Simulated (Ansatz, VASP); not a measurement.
**AlN in VASP and in Ansatz**

```xyz
2
Lattice="0.0000 2.0040 2.0040 2.0040 0.0000 2.0040 2.0040 2.0040 0.0000" Properties=species:S:1:pos:R:3 pbc="T T T"
Al    0.0000    0.0000    0.0000
N     2.0040    2.0040    2.0040
```

Change from the starting cell: volume scaled by 1.04.

Alike in both runs: task single point; functional PBE; k mesh 10 × 10 × 10; occupations fermi-dirac, width 0.02 eV; no spin polarisation.

|  | VASP | Ansatz |
| --- | --- | --- |
| version | VASP 6.6.1 | Ansatz 0.2.0 |
| potentials or method | VASP PAW PBE potentials, release 64 (Al, N), cutoff 520 eV | all-electron LAPW, scalar-relativistic |

```tsv
	VASP	Ansatz	Ansatz less VASP
gap on the k mesh at the Fermi level (eV)	4.86	4.88	+0.015
pressure (GPa)	12.5	12.8	+0.31
```

Ansatz ran all-electron here, so the differences hold the error of VASP's frozen core and of both bases.

A k mesh can miss the band edges.
